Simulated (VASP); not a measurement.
# AlN (P6_3/mmc) in VASP: a series of runs

The runs below take AlN through single point, with LDA.

All numbers are computed with VASP 6.6.1; they aren't measurements. Logs are shortened: lines on timing, memory, paths and dates and some standing lists are left out, and cuts for length are marked.

## (1) The cell of the first run

Symmetry: P6_3/mmc, No. 194, hexagonal system. The conventional cell has a = 3.312 Å, b = 3.312 Å, c = 4.125 Å, α = 90.00°, β = 90.00°, γ = 120.00°. Around Al (site symmetry -6m2) lie 5 N at 1.91 to 2.06 Å. N (site symmetry -6m2) is surrounded by 5 Al at 1.91 to 2.06 Å.

Measurements of this composition are mostly on another form, of space group No. 186.

## (2) Single point, LDA (strain +0.000 along x and y, -0.015 along z, atoms carried along)

INCAR reads:

```
SYSTEM = AlN
ALGO = Normal
EDIFF = 1E-7
ENCUT = 520
GGA = CA
ISIF = 2
ISMEAR = 0
LASPH = .TRUE.
LCHARG = .FALSE.
LREAL = .FALSE.
LWAVE = .FALSE.
NBANDS = 16
NELM = 100
PREC = Accurate
SIGMA = 0.05
```

KPOINTS reads:

```
k-points
0
G
  9 9 6
  0 0 0
```

POSCAR reads:

```
AlN
1.0
    3.3121157418      0.0000000000      0.0000000000
   -1.6560578709      2.8683763727      0.0000000000
    0.0000000000      0.0000000000      4.1247495550
Al N
2 2
Direct
    0.3333333333      0.6666666667      0.7500000000
    0.6666666667      0.3333333333      0.2500000000
    0.3333333333      0.6666666667      0.2500000000
    0.6666666667      0.3333333333      0.7500000000
```

Potentials or basis: VASP PAW LDA potentials, release 64 (Al, N).

On the command line:

```sh
$ cat potpaw_LDA.64/Al/POTCAR potpaw_LDA.64/N/POTCAR > POTCAR
$ mpirun -np 1 vasp_std > vasp.out
```

OUTCAR:

```text
SYSTEM = AlN
   EDIFF = 1E-7
   ENCUT = 520
   GGA = CA
   ISIF = 2
   ISMEAR = 0
   LASPH = .TRUE.
   LREAL = .FALSE.
   NELM = 100
   PREC = Accurate

 ion  position               nearest neighbor table
   1  0.333  0.667  0.750-   4 1.91   4 1.91   4 1.91   3 2.06   3 2.06   2 2.81   2 2.81   2 2.81
                             2 2.81   2 2.81   2 2.81
   2  0.667  0.333  0.250-   3 1.91   3 1.91   3 1.91   4 2.06   4 2.06   1 2.81   1 2.81   1 2.81
                             1 2.81   1 2.81   1 2.81
   3  0.333  0.667  0.250-   2 1.91   2 1.91   2 1.91   1 2.06   1 2.06
   4  0.667  0.333  0.750-   1 1.91   1 1.91   1 1.91   2 2.06   2 2.06

  LATTYP: Found a hexagonal cell.
 ALAT       =     3.3121157418
 C/A-ratio  =     1.2453518767

  Lattice vectors:

 A1 = (   3.3121157418,   0.0000000000,   0.0000000000)
 A2 = (  -1.6560578709,   2.8683763727,   0.0000000000)
 A3 = (   0.0000000000,   0.0000000000,   4.1247495550)

Analysis of symmetry for initial positions (statically):
=====================================================================
 Subroutine PRICEL returns:
 Original cell was already a primitive cell.

 Routine SETGRP: Setting up the symmetry group for a
 hexagonal supercell.

 Subroutine GETGRP returns: Found 24 space group operations
 (whereof 12 operations were pure point group operations)
 out of a pool of 24 trial point group operations.

The static configuration has the point symmetry D_3d.
 The point group associated with its full space group is D_6h.

Analysis of symmetry for dynamics (positions and initial velocities):
=====================================================================
 Subroutine PRICEL returns:
 Original cell was already a primitive cell.

 Routine SETGRP: Setting up the symmetry group for a
 hexagonal supercell.

 Subroutine GETGRP returns: Found 24 space group operations
 (whereof 12 operations were pure point group operations)
 out of a pool of 24 trial point group operations.

The dynamic configuration has the point symmetry D_3d.
 The point group associated with its full space group is D_6h.

 Subroutine INISYM returns: Found 24 space group operations
 (whereof 12 operations are pure point group operations),
 and found     1 'primitive' translations

----------------------------------------------------------------------------------------

                                     Primitive cell

  volume of cell :      39.1867

  direct lattice vectors                    reciprocal lattice vectors
     3.312115742  0.000000000  0.000000000     0.301921816  0.174314642  0.000000000
    -1.656057871  2.868376373  0.000000000     0.000000000  0.348629284  0.000000000
     0.000000000  0.000000000  4.124749555     0.000000000  0.000000000  0.242438962

  length of vectors
     3.312115742  3.312115742  4.124749555     0.348629284  0.348629284  0.242438962

  position of ions in fractional coordinates (direct lattice)
     0.333333333  0.666666667  0.750000000
     0.666666667  0.333333333  0.250000000
     0.333333333  0.666666667  0.250000000
     0.666666667  0.333333333  0.750000000

  ion indices of the primitive-cell ions
   primitive index   ion index
                 1           1
                 2           2
                 3           3
                 4           4

----------------------------------------------------------------------------------------

 KPOINTS: k-points

Automatic generation of k-mesh.
 Grid dimensions read from file:
 generate k-points for:    9    9    6

 Generating k-lattice:

  Cartesian coordinates                     Fractional coordinates (reciprocal lattice)
     0.033546868  0.019368294  0.000000000     0.111111111 -0.000000000  0.000000000
     0.000000000  0.038736587  0.000000000     0.000000000  0.111111111  0.000000000
     0.000000000  0.000000000  0.040406494     0.000000000  0.000000000  0.166666667

  Length of vectors
     0.038736587  0.038736587  0.040406494

  Shift w.r.t. Gamma in fractional coordinates (k-lattice)
     0.000000000  0.000000000  0.000000000

 Subroutine IBZKPT returns following result:
 ===========================================

 Found     48 irreducible k-points:

 Following reciprocal coordinates:
            Coordinates               Weight
  0.000000  0.000000  0.000000      1.000000
  0.111111 -0.000000  0.000000      6.000000
  0.222222  0.000000  0.000000      6.000000
  0.333333 -0.000000  0.000000      6.000000
  0.444444  0.000000  0.000000      6.000000
  0.111111  0.111111  0.000000      6.000000
[... 16 lines left out ...]
  0.333333  0.222222  0.166667     24.000000
  0.333333  0.333333  0.166667      4.000000
 [... further k-points ...]
   k-points           NKPTS =     48   k-points in BZ     NKDIM =     48   number of bands    NBANDS=     16
   number of dos      NEDOS =    301   number of ions     NIONS =      4
   total plane-waves  NPLWV =  25088
   dimension x,y,z NGX =    28 NGY =   28 NGZ =   32
   dimension x,y,z NGXF=    56 NGYF=   56 NGZF=   64
   ions per type =               2   2
   NGX,Y,Z   is equivalent  to a cutoff of  14.05, 14.05, 12.90 a.u.
   NGXF,Y,Z  is equivalent  to a cutoff of  28.11, 28.11, 25.79 a.u.
 SYSTEM =  AlN
   PREC   = accura    normal or accurate (medium, high low for compatibility)
   ISTART =      0    job   : 0-new  1-cont  2-samecut
   ICHARG =      2    charge: 1-file 2-atom 10-const
   ISPIN  =      1    spin polarized calculation?
   LNONCOLLINEAR =      F non collinear calculations
   LSORBIT =      F    spin-orbit coupling
   LASPH  =      T    aspherical Exc in radial PAW
   ENCUT  =  520.0 eV  38.22 Ry    6.18 a.u.   6.16  6.16  7.67*2*pi/ulx,y,z
   NELM   =    100;   NELMIN=  2; NELMDL= -5     # of ELM steps
   EDIFF  = 0.1E-06   stopping-criterion for ELM
   LREAL  =      F    real-space projection
   EDIFFG = 0.1E-05   stopping-criterion for IOM
   NSW    =      0    number of steps for IOM
   IBRION =     -1    ionic relax: 0-MD 1-quasi-New 2-CG
   NFREE  =      0    steps in history (QN), initial steepest desc. (CG)
   ISIF   =      2    stress and relaxation
   ISYM   =      2    0-nonsym 1-usesym 2-fastsym
   POTIM  = 0.5000    time-step for ionic-motion
   TEBEG  =    0.0;   TEEND  =   0.0 temperature during run
   PSTRESS=    0.0 pullay stress
   NELECT =      16.0000    total number of electrons
   NUPDOWN=      -1.0000    fix difference up-down
   EMIN   =  10.00;   EMAX   =-10.00  energy-range for DOS
   EFERMI =   0.00;   METHOD = LEGACY
   ISMEAR =     0;   SIGMA  =   0.05  broadening in eV -4-tet -1-fermi 0-gaus
   EFERMI_NEDOS =   21; number of points for ismear=-14 and -15
   IALGO  =     38    algorithm
   IMIX   =      4    mixing-type and parameters
     AMIX     =   0.40;   BMIX     =  1.00
     AMIX_MAG =   1.60;   BMIX_MAG =  1.00
  volume/ion in A,a.u.               =       9.80        66.11
  Fermi-wavevector in a.u.,A,eV,Ry     =   1.214512  2.295095 20.069124  1.475039
  Thomas-Fermi vector in A             =   2.349929
   LORBIT       =      0    0 simple, 1 ext, 2 COOP (PROOUT), +10 PAW based schemes
   GGA     = CA    functional components
   LHFCALC =     F    Hartree Fock is set to
   AEXX    =    0.0000 exact exchange contribution
   IVDW    =     0    specifies the selected vdW correction
   LEPSILON=     F    determine dielectric tensor
   LRPA    =     F    only Hartree local field effects (RPA)
 non-spin polarized calculation
 Gauss-broadening in eV      SIGMA  =   0.05
  energy-cutoff  :      520.00
  volume of cell :       39.19
 maximum number of plane-waves:      1074
 NGX is ok and might be reduce to    28
   NGX = 13   NGY = 13   NGZ = 15

 number of electron      16.0000000 magnetization

 Free energy of the ion-electron system (eV)
  ---------------------------------------------------
  ext. energy  EPLUGINS =         0.00000000
  ---------------------------------------------------
  free energy    TOTEN  =       -32.46588450 eV

  energy without entropy =      -32.46588450  energy(sigma->0) =      -32.46588450

 E-fermi :   8.0404     XC(G=0): -11.5521

 val. band max:        7.7899992688   @ k =   0.0000   0.0000   0.0000
 cond. band min:      11.2273930842   @ k =   0.0000   0.0000   0.0000
 fundamental gap:      3.4373938153
 Fermi energy:         8.0404456279

 k-point     1 :       0.0000    0.0000    0.0000
  band No.  band energies     occupation
      1      -8.8995      2.00000
      2      -5.0137      2.00000
      3       0.8877      2.00000
      4       4.4873      2.00000
      5       4.4873      2.00000
      6       6.2460      2.00000
[... 8 lines left out ...]
     15      19.6402      0.00000
     16      19.6402      0.00000

 k-point     2 :       0.1111   -0.0000    0.0000
  band No.  band energies     occupation
      1      -8.7562      2.00000
      2      -5.0158      2.00000
      3       1.0384      2.00000
      4       3.9882      2.00000
      5       4.2825      2.00000
      6       5.7664      2.00000
[... 8 lines left out ...]
     15      19.0684      0.00000
     16      19.3548      0.00000

 k-point     3 :       0.2222    0.0000    0.0000
  band No.  band energies     occupation
      1      -8.3440      2.00000
      2      -5.0696      2.00000
      3       1.4777      2.00000
      4       2.9172      2.00000
      5       3.8663      2.00000
      6       4.8847      2.00000
[... 8 lines left out ...]
     15      18.1136      0.00000
     16      20.3052      0.00000
[... 362 lines left out ...]
 k-point    23 :       0.3333    0.2222    0.1667
  band No.  band energies     occupation
      1      -6.6808      2.00000
      2      -5.8321      2.00000
      3       1.2127      2.00000
      4       1.9832      2.00000
      5       2.7679      2.00000
      6       4.6064      2.00000
[... 8 lines left out ...]
     15      19.4951      0.00000
     16      21.1155      0.00000

 k-point    24 :       0.3333    0.3333    0.1667
  band No.  band energies     occupation
      1      -6.2041      2.00000
      2      -6.2041      2.00000
      3       1.1938      2.00000
      4       2.2267      2.00000
      5       2.2267      2.00000
      6       4.8695      2.00000
[... 8 lines left out ...]
     15      19.0262      0.00000
     16      20.8998      0.00000

 [... further k-points ...]

------------------------ aborting loop because EDIFF is reached ----------------------------------------

  FORCE on cell =-STRESS in cart. coord.  units (eV):
  Direction    XX          YY          ZZ          XY          YZ          ZX
  --------------------------------------------------------------------------------------
  -------------------------------------------------------------------------------------
  Total       -1.4934444     -1.4934444     -1.0726620      0.0000000      0.0000000     -0.0000000
  in kB      -61.0605096    -61.0605096    -43.8565279      0.0000000      0.0000000     -0.0000000
  external PRESSURE =     -55.3258490 kB  Pullay stress =       0.0000000 kB

 VOLUME and BASIS-vectors are now :
 -----------------------------------------------------------------------------
  energy-cutoff  :      520.00
  volume of cell :       39.19
      direct lattice vectors                 reciprocal lattice vectors
     3.312115742  0.000000000  0.000000000     0.301921816  0.174314642  0.000000000
    -1.656057871  2.868376373  0.000000000     0.000000000  0.348629284  0.000000000
     0.000000000  0.000000000  4.124749555     0.000000000  0.000000000  0.242438962

 POSITION                                       TOTAL-FORCE (eV/Angst)
 -----------------------------------------------------------------------------------
     -0.00000      1.91225      3.09356         0.000000     -0.000000      0.000000
      1.65606      0.95613      1.03119         0.000000      0.000000      0.000000
     -0.00000      1.91225      1.03119         0.000000      0.000000      0.000000
      1.65606      0.95613      3.09356        -0.000000     -0.000000      0.000000
 -----------------------------------------------------------------------------------
    total drift:                                0.000000     -0.000000      0.000000

  FREE ENERGIE OF THE ION-ELECTRON SYSTEM (eV)
  ---------------------------------------------------
  free  energy   TOTEN  =       -32.4658845027 eV

  energy  without entropy=      -32.4658845027  energy(sigma->0) =      -32.46588450
```

Run time: 24 s. Hardware: 1 thread of Intel Xeon Platinum 8259CL at 2.50GHz (Skylake/Cascade Lake), shared host; peak memory 0.15 GiB.

Results:

| Item | Value |
| --- | --- |
| Free energy | -32.4659 eV |
| Pressure | -5.5 GPa |
| Band gap on the k mesh | 3.44 eV, direct |

Caveat: an odd mesh through Γ misses points on the zone boundary, where band edges often lie.

## (3) Single point, LDA (strain -0.030 along x and y, +0.015 along z, atoms carried along)

INCAR reads:

```
SYSTEM = AlN
ALGO = Fast
EDIFF = 1E-7
ENCUT = 520
ISIF = 2
ISMEAR = 0
LASPH = .TRUE.
LCHARG = .TRUE.
LELF = .TRUE.
LREAL = .FALSE.
LVHAR = .TRUE.
LWAVE = .FALSE.
NBANDS = 16
NELM = 80
PREC = Accurate
SIGMA = 0.05
```

KPOINTS is that of step 2.

POSCAR reads:

```
AlN
1.0
    3.2127522696      0.0000000000      0.0000000000
   -1.6063761348      2.7823250815      0.0000000000
    0.0000000000      0.0000000000      4.2503764450
Al N
2 2
Direct
    0.3333333333      0.6666666667      0.7500000000
    0.6666666667      0.3333333333      0.2500000000
    0.3333333333      0.6666666667      0.2500000000
    0.6666666667      0.3333333333      0.7500000000
```

Potentials or basis: VASP PAW LDA potentials, release 64 (Al, N).

On the command line:

```sh
$ cat potpaw_LDA.64/Al/POTCAR potpaw_LDA.64/N/POTCAR > POTCAR
$ mpirun -np 1 vasp_std > vasp.out
```

OUTCAR:

```text
SYSTEM = AlN
   EDIFF = 1E-7
   ENCUT = 520
   ISIF = 2
   ISMEAR = 0
   LASPH = .TRUE.
   LREAL = .FALSE.
   NELM = 80
   PREC = Accurate

 ion  position               nearest neighbor table
   1  0.333  0.667  0.750-   4 1.85   4 1.85   4 1.85   3 2.13   3 2.13   2 2.82   2 2.82   2 2.82
                             2 2.82   2 2.82   2 2.82
   2  0.667  0.333  0.250-   3 1.85   3 1.85   3 1.85   4 2.13   4 2.13   1 2.82   1 2.82   1 2.82
                             1 2.82   1 2.82   1 2.82
   3  0.333  0.667  0.250-   2 1.85   2 1.85   2 1.85   1 2.13   1 2.13
   4  0.667  0.333  0.750-   1 1.85   1 1.85   1 1.85   2 2.13   2 2.13

[... 663 lines left out ...]
  -------------------------------------------------------------------------------------
  Total        1.9207317      1.9207317     -1.0843191      0.0000000     -0.0000000      0.0000000
  in kB       80.9962269     80.9962269    -45.7251529      0.0000000     -0.0000000      0.0000000
  external PRESSURE =      38.7557669 kB  Pullay stress =       0.0000000 kB

 VOLUME and BASIS-vectors are now :
 -----------------------------------------------------------------------------
  energy-cutoff  :      520.00
  volume of cell :       37.99
      direct lattice vectors                 reciprocal lattice vectors
     3.212752270  0.000000000  0.000000000     0.311259604  0.179705816  0.000000000
    -1.606376135  2.782325081  0.000000000     0.000000000  0.359411633  0.000000000
     0.000000000  0.000000000  4.250376445     0.000000000  0.000000000  0.235273278

 POSITION                                       TOTAL-FORCE (eV/Angst)
 -----------------------------------------------------------------------------------
     -0.00000      1.85488      3.18778        -0.000000     -0.000000      0.000000
      1.60638      0.92744      1.06259         0.000000     -0.000000      0.000000
     -0.00000      1.85488      1.06259        -0.000000      0.000000      0.000000
      1.60638      0.92744      3.18778         0.000000     -0.000000      0.000000
 -----------------------------------------------------------------------------------
    total drift:                               -0.000000      0.000000     -0.000000

  FREE ENERGIE OF THE ION-ELECTRON SYSTEM (eV)
  ---------------------------------------------------
  free  energy   TOTEN  =       -32.4245238810 eV

  energy  without entropy=      -32.4245238810  energy(sigma->0) =      -32.42452388
```

stdout:

```text
POSCAR found type information on POSCAR AlN
 POSCAR found :  2 types and       4 ions
 scaLAPACK will be used
 LDA part: xc-table for (Slater(with rela. corr.)+CA(PZ))
 , standard interpolation
 POSCAR, INCAR and KPOINTS ok, starting setup
 FFT: planning ... GRIDC
 FFT: planning ... GRID_SOFT
 FFT: planning ... GRID
 WAVECAR not read
 entering main loop
```

Wall time 20 s (1 thread of Intel Xeon Platinum 8259CL at 2.50GHz (Skylake/Cascade Lake), shared host); peak memory 0.14 GiB.

What came out:

- Free energy: -32.4245 eV
- Pressure: 3.9 GPa
- Band gap on the k mesh: 3.54 eV, direct

Stress tensor (GPa, compression positive):
```
 8.10  0.00  0.00
 0.00  8.10  0.00
 0.00  0.00 -4.57
```

Levels at points of the mesh, in eV from the valence-band top:
```csv
k point,band 4,band 5,band 6,band 7,band 8,band 9,band 10,band 11,band 12,band 13
"(0.00, 0.00, 0.00)",-3.41,-3.41,-1.93,-1.93,0.00,3.54,4.72,8.43,8.43,11.27
"(0.00, 0.00, 0.50)",-3.93,-2.71,-2.71,-2.71,-2.71,5.80,5.80,8.66,8.66,8.66
```

Caveat: an odd mesh through Γ misses points on the zone boundary, where band edges often lie.

[end of part 1 of 2]
